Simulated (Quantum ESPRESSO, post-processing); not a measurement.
# stanene, 1 layer: a series in biaxial strain, part 6 of 6

Wanted: a table for stanene, 1 layer against biaxial strain, and what can be fitted to it.

Quantum ESPRESSO 7.5; plane-wave DFT, PBE, GBRV ultrasoft pseudopotentials.

So far. Step 9 (Relaxation with pw.x, 3 %): The relaxation lowers the energy by 5 meV an atom. Step 10 (Self-consistent run, 3 %): By band count these two levels touch or overlap: there is no gap, and they are no band edges.

### Step 11. Relaxation with pw.x, 4 %

Input file m8.relax.in:

```
&control
  prefix = 'm8.relax'
  outdir = './out'
  pseudo_dir = './pseudo'
  nstep = 40
  forc_conv_thr = 0.0003
  calculation = 'relax'
  tstress = .true.
/
&system
  ibrav = 0
  nat = 2
  ntyp = 1
  ecutwfc = 50
  ecutrho = 250
  occupations = 'smearing'
  smearing = 'fd'
  degauss = 0.002
/
&electrons
  conv_thr = 1e-09
  mixing_beta = 0.4
  electron_maxstep = 120
  mixing_mode = 'plain'
/
&ions
/
ATOMIC_SPECIES
  Sn  118.7100  sn_pbe_v1.4.uspp.F.UPF
CELL_PARAMETERS angstrom
  4.78071824568000 0.00000000000000 0.00000000000000
  -2.39035912232000 4.14022344840000 0.00000000000000
  0.00000000000000 0.00000000000000 15.85000000000000
ATOMIC_POSITIONS crystal
  Sn  0.666666666700 0.333333333300 0.471503813600
  Sn  0.333333333300 0.666666666700 0.528496186400
K_POINTS automatic
  6 6 1 0 0 0
```

Command:

```bash
$ OMP_NUM_THREADS=1 mpirun -n 4 pw.x -nk 2 -in m8.relax.in > m8.relax.out
```

The program printed:

```text
[banner, memory and clock lines left out]
Program PWSCF v.7.5 starts
[...]
Message from routine setup:
[...]
number of electrons       =        28.00
     number of Kohn-Sham states=           18
     kinetic-energy cutoff     =      50.0000  Ry
     charge density cutoff     =     250.0000  Ry
[...]
number of k points=     7  Fermi-Dirac smearing, width (Ry)=  0.0020
[...]
Dense  grid:   141295 G-vectors     FFT dimensions: (  45,  45, 160)
[...]
negative rho (up, down):  3.588E-04 0.000E+00
     Starting wfcs are   18 randomized atomic wfcs
[...]
negative rho (up, down):  2.552E-04 0.000E+00
[...]
estimated scf accuracy    <       2.23664744 Ry
[...]
negative rho (up, down):  2.698E-04 0.000E+00
[...]
estimated scf accuracy    <       0.19418175 Ry
[...]
negative rho (up, down):  3.476E-04 0.000E+00
[...]
estimated scf accuracy    <       0.01742444 Ry
[...]
negative rho (up, down):  3.715E-04 0.000E+00
[...]
estimated scf accuracy    <       0.00788534 Ry
[...]
negative rho (up, down):  3.979E-04 0.000E+00
[...]
estimated scf accuracy    <       0.00015270 Ry
[...]
negative rho (up, down):  4.105E-04 0.000E+00
[...]
estimated scf accuracy    <       0.00049977 Ry
[...]
negative rho (up, down):  4.202E-04 0.000E+00
[...]
estimated scf accuracy    <       0.00001660 Ry
[...]
negative rho (up, down):  4.230E-04 0.000E+00
[...]
estimated scf accuracy    <       0.00000111 Ry
[...]
negative rho (up, down):  4.247E-04 0.000E+00
[...]
estimated scf accuracy    <       0.00000004 Ry
[...]
negative rho (up, down):  4.257E-04 0.000E+00
[...]
estimated scf accuracy    <       0.00000005 Ry
[...]
negative rho (up, down):  4.269E-04 0.000E+00
[...]
the Fermi energy is    -1.6775 ev
!    total energy              =    -318.42045979 Ry
     estimated scf accuracy    <          2.6E-10 Ry
     smearing contrib. (-TS)   =      -0.00031144 Ry
     internal energy E=F+TS    =    -318.42014835 Ry
[...]
one-electron contribution =    -650.14067144 Ry
     hartree contribution      =     332.96628543 Ry
     xc contribution           =     -85.80986139 Ry
     ewald contribution        =      84.56409905 Ry
     convergence has been achieved in  11 iterations
     negative rho (up, down):  4.269E-04 0.000E+00
[...]
Total force =     0.014536     Total SCF correction =     0.000041
[...]
negative rho (up, down):  4.269E-04 0.000E+00
[...]
negative rho (up, down):  4.264E-04 0.000E+00
[...]
negative rho (up, down):  4.264E-04 0.000E+00
[...]
estimated scf accuracy    <       0.00000132 Ry
[...]
negative rho (up, down):  4.268E-04 0.000E+00
[...]
estimated scf accuracy    <       0.00000031 Ry
[...]
negative rho (up, down):  4.267E-04 0.000E+00
[...]
estimated scf accuracy    <       0.00000001 Ry
[...]
negative rho (up, down):  4.266E-04 0.000E+00
[...]
estimated scf accuracy    <          3.7E-09 Ry
[...]
negative rho (up, down):  4.265E-04 0.000E+00
[...]
the Fermi energy is    -1.6736 ev
!    total energy              =    -318.42065807 Ry
     estimated scf accuracy    <          7.0E-10 Ry
     smearing contrib. (-TS)   =      -0.00031520 Ry
     internal energy E=F+TS    =    -318.42034287 Ry
[...]
one-electron contribution =    -650.73027721 Ry
     hartree contribution      =     333.25216181 Ry
     xc contribution           =     -85.81152879 Ry
     ewald contribution        =      84.86930132 Ry
     convergence has been achieved in   5 iterations
     negative rho (up, down):  4.265E-04 0.000E+00
[...]
Total force =     0.012885     Total SCF correction =     0.000141
[...]
negative rho (up, down):  4.265E-04 0.000E+00
[...]
WARNING: bfgs curvature condition failed, Theta= 0.902
[...]
negative rho (up, down):  4.257E-04 0.000E+00
[...]
negative rho (up, down):  4.255E-04 0.000E+00
[...]
estimated scf accuracy    <       0.00000125 Ry
[...]
negative rho (up, down):  4.259E-04 0.000E+00
[...]
estimated scf accuracy    <       0.00000031 Ry
[...]
negative rho (up, down):  4.258E-04 0.000E+00
[...]
estimated scf accuracy    <       0.00000001 Ry
[...]
negative rho (up, down):  4.257E-04 0.000E+00
[...]
estimated scf accuracy    <          3.3E-09 Ry
[...]
negative rho (up, down):  4.257E-04 0.000E+00
[...]
estimated scf accuracy    <          5.0E-10 Ry
[...]
negative rho (up, down):  4.257E-04 0.000E+00
[...]
estimated scf accuracy    <          1.9E-10 Ry
[...]
negative rho (up, down):  4.256E-04 0.000E+00
[...]
the Fermi energy is    -1.6696 ev
!    total energy              =    -318.42084729 Ry
     estimated scf accuracy    <          9.8E-12 Ry
     smearing contrib. (-TS)   =      -0.00032641 Ry
     internal energy E=F+TS    =    -318.42052088 Ry
[...]
one-electron contribution =    -651.37361545 Ry
     hartree contribution      =     333.56471836 Ry
     xc contribution           =     -85.81342475 Ry
     ewald contribution        =      85.20180095 Ry
     convergence has been achieved in   7 iterations
     negative rho (up, down):  4.256E-04 0.000E+00
[...]
Total force =     0.010960     Total SCF correction =     0.000013
[...]
negative rho (up, down):  4.256E-04 0.000E+00
[...]
negative rho (up, down):  4.245E-04 0.000E+00
[...]
negative rho (up, down):  4.245E-04 0.000E+00
[...]
estimated scf accuracy    <       0.00000232 Ry
[...]
negative rho (up, down):  4.249E-04 0.000E+00
[...]
estimated scf accuracy    <       0.00000054 Ry
[...]
negative rho (up, down):  4.250E-04 0.000E+00
[...]
estimated scf accuracy    <       0.00000004 Ry
[...]
negative rho (up, down):  4.250E-04 0.000E+00
[...]
estimated scf accuracy    <          4.6E-09 Ry
[...]
negative rho (up, down):  4.250E-04 0.000E+00
[...]
estimated scf accuracy    <          1.0E-09 Ry
[...]
negative rho (up, down):  4.250E-04 0.000E+00
[...]
estimated scf accuracy    <          2.1E-10 Ry
[...]
negative rho (up, down):  4.250E-04 0.000E+00
[...]
the Fermi energy is    -1.6658 ev
!    total energy              =    -318.42108723 Ry
     estimated scf accuracy    <          1.3E-11 Ry
     smearing contrib. (-TS)   =      -0.00035924 Ry
     internal energy E=F+TS    =    -318.42072800 Ry
[...]
one-electron contribution =    -652.33038157 Ry
     hartree contribution      =     334.03179408 Ry
     xc contribution           =     -85.81627985 Ry
     ewald contribution        =      85.69413935 Ry
     convergence has been achieved in   7 iterations
     negative rho (up, down):  4.250E-04 0.000E+00
[...]
Total force =     0.009316     Total SCF correction =     0.000014
[...]
negative rho (up, down):  4.250E-04 0.000E+00
[...]
negative rho (up, down):  4.222E-04 0.000E+00
[...]
negative rho (up, down):  4.220E-04 0.000E+00
[...]
estimated scf accuracy    <       0.00002599 Ry
[...]
negative rho (up, down):  4.225E-04 0.000E+00
[...]
estimated scf accuracy    <       0.00000228 Ry
[...]
negative rho (up, down):  4.228E-04 0.000E+00
[...]
estimated scf accuracy    <       0.00000037 Ry
[...]
negative rho (up, down):  4.230E-04 0.000E+00
[...]
estimated scf accuracy    <       0.00000008 Ry
[...]
negative rho (up, down):  4.231E-04 0.000E+00
[...]
estimated scf accuracy    <          4.2E-09 Ry
[...]
negative rho (up, down):  4.232E-04 0.000E+00
[...]
estimated scf accuracy    <          4.0E-09 Ry
[...]
negative rho (up, down):  4.233E-04 0.000E+00
[...]
estimated scf accuracy    <          1.8E-10 Ry
[...]
negative rho (up, down):  4.235E-04 0.000E+00
[...]
the Fermi energy is    -1.6656 ev
!    total energy              =    -318.42141559 Ry
     estimated scf accuracy    <          6.2E-12 Ry
     smearing contrib. (-TS)   =      -0.00035774 Ry
     internal energy E=F+TS    =    -318.42105786 Ry
[...]
one-electron contribution =    -653.74814782 Ry
     hartree contribution      =     334.72979925 Ry
     xc contribution           =     -85.82068062 Ry
     ewald contribution        =      86.41797134 Ry
     convergence has been achieved in   8 iterations
     negative rho (up, down):  4.235E-04 0.000E+00
[...]
Total force =     0.009173     Total SCF correction =     0.000007
[...]
negative rho (up, down):  4.235E-04 0.000E+00
[...]
WARNING: bfgs curvature condition failed, Theta= 0.849
[...]
negative rho (up, down):  4.163E-04 0.000E+00
[...]
negative rho (up, down):  4.180E-04 0.000E+00
[...]
estimated scf accuracy    <       0.00001082 Ry
[...]
negative rho (up, down):  4.210E-04 0.000E+00
[...]
estimated scf accuracy    <       0.00000273 Ry
[...]
negative rho (up, down):  4.221E-04 0.000E+00
[...]
estimated scf accuracy    <       0.00000017 Ry
[...]
negative rho (up, down):  4.228E-04 0.000E+00
[...]
estimated scf accuracy    <       0.00000003 Ry
[...]
negative rho (up, down):  4.233E-04 0.000E+00
[...]
estimated scf accuracy    <          4.8E-09 Ry
[...]
negative rho (up, down):  4.237E-04 0.000E+00
[...]
estimated scf accuracy    <          2.1E-09 Ry
[...]
negative rho (up, down):  4.239E-04 0.000E+00
[...]
estimated scf accuracy    <          4.7E-11 Ry
[...]
negative rho (up, down):  4.241E-04 0.000E+00
[...]
estimated scf accuracy    <          5.5E-11 Ry
[...]
negative rho (up, down):  4.243E-04 0.000E+00
[...]
the Fermi energy is    -1.6586 ev
!    total energy              =    -318.42185615 Ry
     estimated scf accuracy    <          1.1E-11 Ry
     smearing contrib. (-TS)   =      -0.00025913 Ry
     internal energy E=F+TS    =    -318.42159702 Ry
[...]
one-electron contribution =    -655.79140598 Ry
     hartree contribution      =     335.72679912 Ry
     xc contribution           =     -85.82685018 Ry
     ewald contribution        =      87.46986002 Ry
     convergence has been achieved in   9 iterations
     negative rho (up, down):  4.243E-04 0.000E+00
[...]
Total force =     0.006090     Total SCF correction =     0.000012
[...]
negative rho (up, down):  4.243E-04 0.000E+00
[...]
negative rho (up, down):  4.033E-04 0.000E+00
[...]
negative rho (up, down):  4.082E-04 0.000E+00
[...]
estimated scf accuracy    <       0.00004424 Ry
[...]
negative rho (up, down):  4.170E-04 0.000E+00
[...]
estimated scf accuracy    <       0.00000919 Ry
[...]
negative rho (up, down):  4.210E-04 0.000E+00
[...]
estimated scf accuracy    <       0.00000045 Ry
[...]
negative rho (up, down):  4.230E-04 0.000E+00
[...]
estimated scf accuracy    <       0.00000003 Ry
[...]
negative rho (up, down):  4.242E-04 0.000E+00
[...]
estimated scf accuracy    <          4.8E-09 Ry
[...]
negative rho (up, down):  4.250E-04 0.000E+00
[...]
estimated scf accuracy    <          9.8E-10 Ry
[...]
negative rho (up, down):  4.256E-04 0.000E+00
[...]
estimated scf accuracy    <          1.5E-10 Ry
[...]
negative rho (up, down):  4.265E-04 0.000E+00
[...]
the Fermi energy is    -1.6345 ev
!    total energy              =    -318.42199242 Ry
     estimated scf accuracy    <          3.9E-11 Ry
     smearing contrib. (-TS)   =      -0.00024995 Ry
     internal energy E=F+TS    =    -318.42174247 Ry
[...]
one-electron contribution =    -658.67015842 Ry
     hartree contribution      =     337.11462874 Ry
     xc contribution           =     -85.83493275 Ry
     ewald contribution        =      88.96871995 Ry
     convergence has been achieved in   8 iterations
     negative rho (up, down):  4.265E-04 0.000E+00
[...]
Total force =     0.002642     Total SCF correction =     0.000044
[...]
negative rho (up, down):  4.265E-04 0.000E+00
[...]
negative rho (up, down):  4.224E-04 0.000E+00
[...]
negative rho (up, down):  4.230E-04 0.000E+00
[...]
estimated scf accuracy    <       0.00000428 Ry
[...]
negative rho (up, down):  4.234E-04 0.000E+00
[...]
estimated scf accuracy    <       0.00000089 Ry
[...]
negative rho (up, down):  4.239E-04 0.000E+00
[...]
estimated scf accuracy    <       0.00000005 Ry
[...]
negative rho (up, down):  4.243E-04 0.000E+00
[...]
estimated scf accuracy    <          5.9E-09 Ry
[...]
negative rho (up, down):  4.246E-04 0.000E+00
[...]
estimated scf accuracy    <          1.0E-09 Ry
[...]
negative rho (up, down):  4.248E-04 0.000E+00
[...]
estimated scf accuracy    <          7.0E-10 Ry
[...]
negative rho (up, down):  4.251E-04 0.000E+00
[...]
the Fermi energy is    -1.6419 ev
!    total energy              =    -318.42202630 Ry
     estimated scf accuracy    <          1.4E-11 Ry
     smearing contrib. (-TS)   =      -0.00025006 Ry
     internal energy E=F+TS    =    -318.42177624 Ry
[...]
one-electron contribution =    -657.82003514 Ry
     hartree contribution      =     336.70540695 Ry
     xc contribution           =     -85.83257762 Ry
     ewald contribution        =      88.52542958 Ry
     convergence has been achieved in   7 iterations
     negative rho (up, down):  4.251E-04 0.000E+00
[...]
Total force =     0.000075     Total SCF correction =     0.000009
[...]
negative rho (up, down):  4.251E-04 0.000E+00
[...]
```

The job ended after 88 s (4 MPI ranks of Intel Xeon Platinum 8488C (Sapphire Rapids), shared host; peak memory 0.78 GiB).

Step by step:

```
step  energy less that of the first step (eV)  largest force (eV/Å)
   1                                   0.0000                0.2643
   2                                  -0.0027                0.2343
   3                                  -0.0053                0.1992
   4                                  -0.0085                0.1694
   5                                  -0.0130                0.1668
   6                                  -0.0190                0.1107
   7                                  -0.0209                0.0480
   8                                  -0.0213                0.0014
```

The atoms that moved most (Å):

```
atom     dx     dy      dz  length
 Sn1  0.000  0.000   0.075   0.075
 Sn2  0.000  0.000  -0.075   0.075
```

The relaxed structure:

```cif
data_structure
_symmetry_space_group_name_H-M 'P 1'
_symmetry_Int_Tables_number 1
_cell_length_a 4.7807
_cell_length_b 4.7807
_cell_length_c 15.8500
_cell_angle_alpha 90.000
_cell_angle_beta 90.000
_cell_angle_gamma 120.000
_cell_volume 313.72
loop_
_atom_site_label
_atom_site_type_symbol
_atom_site_fract_x
_atom_site_fract_y
_atom_site_fract_z
_atom_site_occupancy
Sn1 Sn 0.66667 0.33333 0.47625 1
Sn2 Sn 0.33333 0.66667 0.52375 1
```

The relaxation lowers the energy by 11 meV an atom.

This step gave:

```
free energy             : -4332.3524 eV
energy at zero smearing : -4332.3507 eV
Fermi energy            : -1.642 eV
```

### Step 12. Self-consistent run, 4 %

Input file m8.scf.in:

```
&control
  prefix = 'm8.scf'
  outdir = './out'
  pseudo_dir = './pseudo'
  calculation = 'scf'
  tprnfor = .true.
/
&system
  ibrav = 0
  nat = 2
  ntyp = 1
  ecutwfc = 40
  ecutrho = 200
  occupations = 'smearing'
  smearing = 'fd'
  degauss = 0.002
  nbnd = 18
/
&electrons
  conv_thr = 1e-09
  mixing_beta = 0.4
  electron_maxstep = 120
  mixing_mode = 'plain'
/
ATOMIC_SPECIES
  Sn  118.7100  sn_pbe_v1.4.uspp.F.UPF
CELL_PARAMETERS angstrom
  4.78071824568000 0.00000000000000 0.00000000000000
  -2.39035912232000 4.14022344840000 0.00000000000000
  0.00000000000000 0.00000000000000 15.85000000000000
ATOMIC_POSITIONS crystal
  Sn  0.666666666700 0.333333333300 0.476246815100
  Sn  0.333333333300 0.666666666700 0.523753184900
K_POINTS automatic
  6 6 1 0 0 0
```

Command:

```bash
$ OMP_NUM_THREADS=1 mpirun -n 4 pw.x -nk 2 -in m8.scf.in > m8.scf.out
```

The program printed:

```text
[banner, memory and clock lines left out]
Program PWSCF v.7.5 starts
[...]
Message from routine setup:
[...]
number of electrons       =        28.00
     number of Kohn-Sham states=           18
     kinetic-energy cutoff     =      40.0000  Ry
     charge density cutoff     =     200.0000  Ry
[...]
number of k points=     7  Fermi-Dirac smearing, width (Ry)=  0.0020
[...]
Dense  grid:   101157 G-vectors     FFT dimensions: (  45,  45, 135)
[...]
negative rho (up, down):  3.955E-04 0.000E+00
     Starting wfcs are   18 randomized atomic wfcs
[...]
negative rho (up, down):  9.340E-05 0.000E+00
[...]
estimated scf accuracy    <       2.26345395 Ry
[...]
negative rho (up, down):  3.178E-05 0.000E+00
[...]
estimated scf accuracy    <       0.18782031 Ry
[...]
negative rho (up, down):  3.768E-05 0.000E+00
[...]
estimated scf accuracy    <       0.01707509 Ry
[...]
negative rho (up, down):  4.064E-05 0.000E+00
[...]
estimated scf accuracy    <       0.00720924 Ry
[...]
negative rho (up, down):  3.855E-05 0.000E+00
[...]
estimated scf accuracy    <       0.00023220 Ry
[...]
negative rho (up, down):  3.982E-05 0.000E+00
[...]
estimated scf accuracy    <       0.00038948 Ry
[...]
negative rho (up, down):  4.458E-05 0.000E+00
[...]
estimated scf accuracy    <       0.00001226 Ry
[...]
negative rho (up, down):  4.685E-05 0.000E+00
[...]
estimated scf accuracy    <       0.00000032 Ry
[...]
negative rho (up, down):  4.835E-05 0.000E+00
[...]
estimated scf accuracy    <       0.00000011 Ry
[...]
negative rho (up, down):  4.944E-05 0.000E+00
[...]
estimated scf accuracy    <       0.00000008 Ry
[...]
negative rho (up, down):  5.111E-05 0.000E+00
[...]
the Fermi energy is    -1.6419 ev
!    total energy              =    -318.40958242 Ry
     estimated scf accuracy    <          8.4E-10 Ry
     smearing contrib. (-TS)   =      -0.00025006 Ry
     internal energy E=F+TS    =    -318.40933235 Ry
[...]
one-electron contribution =    -657.81199739 Ry
     hartree contribution      =     336.71244553 Ry
     xc contribution           =     -85.83521007 Ry
     ewald contribution        =      88.52542957 Ry
     convergence has been achieved in  11 iterations
     negative rho (up, down):  5.111E-05 0.000E+00
[...]
Total force =     0.000048     Total SCF correction =     0.000025
[...]
```

The job ended after 9.3 s (4 MPI ranks; peak memory 0.51 GiB; 36 s of CPU time).

This step gave:

| Quantity | Value |
| --- | --- |
| free energy | -4332.1831 eV |
| energy at zero smearing | -4332.1814 eV |
| valence top, on the run's zero | -1.612 eV |
| conduction bottom, on the run's zero | -1.890 eV |

By band count these two levels touch or overlap: there is no gap, and they are no band edges.

### Step 13. The series side by side

The series in one table, energies over the lowest:

```csv
biaxial strain,energy (eV),gap along the path (eV)
-4 %,0.1155,-0.5339
-3 %,0.0768,-0.3933
-2 %,0.0474,-0.2636
-1 %,0.0288,-0.1306
0 %,0.0127,7.414e-09
1 %,0.0017,7.434e-09
2 %,0.0000,7.441e-09
3 %,0.0046,-0.1396
4 %,0.0126,-0.2778
```

### Step 14. The arithmetic

A parabola through the energies within ±2 % has E = 27.84 eV × ε² -1.220 eV × ε; for the curvature, over A = 18.300 Å² this is 27.84 × 1/18.300 × 16.02 = 24 N/m.

### Step 15. What came out

```
C11 + C12                              : 24 N/m
gap along the path, at -4 % and at 4 % : -0.534, -0.278 eV
```

What this shows: The series holds 9 members; C11 + C12: 24 N/m (PBE, GBRV ultrasoft). The energy is lowest near 2 %, far from the reference cell, so the stiffness about zero is no equilibrium value. From -4 % to 4 % the gap along the path goes from -0.534 to -0.278 eV by way of 7.44e-09 at 2 %. At every member the bands touch or overlap (a gap of zero or below by band count): the sheet is a semimetal or metal there, levels over a valence top are left blank, and fits across such a change are rough. Semilocal gaps are too small; the 1×1 cell can't ripple over many cells under compression as a free sheet would. No spin-orbit coupling.

[Logs are printed without paths, hosts, clocks, repeated set-up lines and the standing remarks that a program may print on its own settings, such as how far it seeks lower states.]

[Hosts, paths, dates, database ids (printed as entryN), source tags and the programs' standing remarks are cut or masked in the printed files.]

[Maps of the electrostatic potential energy from Ansatz leave out the sawtooth potential of an applied field or a dipole correction, so their vacuum need not be flat; planar profiles and work functions include it.]
